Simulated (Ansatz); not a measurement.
Input of an Ansatz 0.2.0 run:

input.yaml

```yaml
crystal:
  lattice:
    - [2.67, 0.0, 0.0]
    - [-1.335, 2.3122878281, 0.0]
    - [0.0, 0.0, 4.966]
  atoms:
    - { symbol: Zn, position: [0.6666666667, 0.3333333333, 0.75] }
    - { symbol: Zn, position: [0.3333333333, 0.6666666667, 0.25] }
hamiltonian:
  xc: pbe
  pseudopotentials: { kind: nc, source: spms }
kpoints:
  mp_grid: { grid: [11, 11, 6] }
  band_path:
    path:
      - [[0.0, 0.0, 0.0], [0.5, 0.0, 0.0], [0.3333333333, 0.3333333333, 0.0], [0.0, 0.0, 0.0], [0.0, 0.0, 0.5], [0.5, 0.0, 0.5], [0.3333333333, 0.3333333333, 0.5], [0.0, 0.0, 0.5]]
      - [[0.5, 0.0, 0.5], [0.5, 0.0, 0.0]]
      - [[0.3333333333, 0.3333333333, 0.0], [0.3333333333, 0.3333333333, 0.5]]
    npoints: 14
scf:
  occupations: { method: fermi_dirac, width: 0.05 }
  n_extra_bands: 6
output:
  forces: true
  stress: true
  eigenvalues: true
  fatbands: false
```

Potentials or basis: SPMS NC.

Command:

```bash
$ ansatz run input.yaml --threads 2 --pin off --max-ram 5632MiB --backend cpu --events-out ev --progress --plain --runs-dir out
```

Estimate the pressure.

-0.5 GPa.

What does it give for the band gap on the k mesh?

None (metal or under the smearing width).

Stress tensor (GPa, compression positive):
```
-0.12  0.00  0.00
 0.00 -0.12  0.00
 0.00  0.00 -1.22
```
